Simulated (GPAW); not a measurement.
The system is Fe2Ge.

```
Ge Fe
1.0
     4.16363    0.00000    0.00000
    -2.08182    3.60581    0.00000
     0.00000    0.00000    2.62647
Ge Fe
1 2
Direct
  0.00000 0.00000 0.00000
  0.33333 0.66667 0.50000
  0.66667 0.33333 0.50000
```

The cell comes from a database or a generator and needn't be the stable form of this composition.

Base run:

- Program: GPAW 26.7.0
- Functional: PBEsol
- Potentials or basis: PAW data sets generated in the run's folder for this functional
- Cutoff: 600 eV
- Basis: pw
- k mesh: 6 × 6 × 7
- Occupations: fermi-dirac, width 0.05 eV
- Spin: collinear spin, ferromagnetic start
- Starting moments: [0.0, 3.0, 3.0] μB
- Hubbard terms: Fe d U = 2 eV

Its results: pressure 0.7 GPa; net moment 5.57 μB per cell; site moments Ge +0.00; Fe +2.77 μB.

Problem. The run is repeated on the same cell with these changes: hubbard terms from Fe d U = 2 eV to Fe d U = 6 eV. What comes out?

Solution. Pressure 12.8 GPa; net moment 6.06 μB per cell; site moments Ge -0.02; Fe +3.12 μB.

Caveats: the U is typed as a test and isn't derived for this compound.

Not every run made on this cell is shown here.
